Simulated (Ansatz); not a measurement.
In, DFT, PBE, all-electron LAPW, scalar-relativistic (Ansatz 0.2.0), run on 1 thread of Arm Neoverse V2 on a shared host.

Structure from Materials Project entry mp-1184502 (possibly hypothetical), not relaxed further. The listed cell was then made from it by scaling, straining or moving an atom.

Command: `ansatz run input.yaml --threads 1 --pin off --max-ram 6144MiB --backend cpu --events-out ev --progress --plain --runs-dir out`

```yaml
crystal:
  lattice:
    - [1.6696368166, 0.9639652655, 8.371612515]
    - [-1.6696368166, 0.9639652655, 8.371612515]
    - [0.0, -1.927930531, 8.371612515]
  atoms:
    - { symbol: In, position: [0.0, 0.0, 0.0] }
    - { symbol: In, position: [0.77801224, 0.77801224, 0.77801224] }
    - { symbol: In, position: [0.22198776, 0.22198776, 0.22198776] }
kpoints:
  mp_grid: { grid: [14, 14, 14] }
  band_path:
    path:
      - [0.0, 0.0, 0.0]
      - [0.5, 0.5, 0.5]
      - [0.8244941269, 0.1755058731, 0.5]
      - [0.5, -0.1755058731, 0.1755058731]
      - [0.5, 0.0, 0.0]
      - [0.0, 0.0, 0.0]
      - [0.3377529365, -0.3377529365, 0.0]
      - [0.6622470635, 0.0, 0.3377529365]
      - [0.5, 0.0, 0.5]
    npoints: 5
scf:
  occupations: { method: fermi_dirac, width: 0.05 }
hamiltonian:
  xc: pbe
  pseudopotentials: { kind: all_electron, lapw: { basis_error: 0.0005 } }
output:
  forces: true
  stress: true
  eigenvalues: true
```

Q: How large is the problem that the program sets up?

A: 288 irreducible k-points, 451 plane waves at Γ, 38 bands.

Q: Estimate the wall time and the peak memory.

A: 2.9 min of wall time for 9 SCF iterations, with a peak of 1.2 GiB. Times on shared machines scatter by tens of per cent.
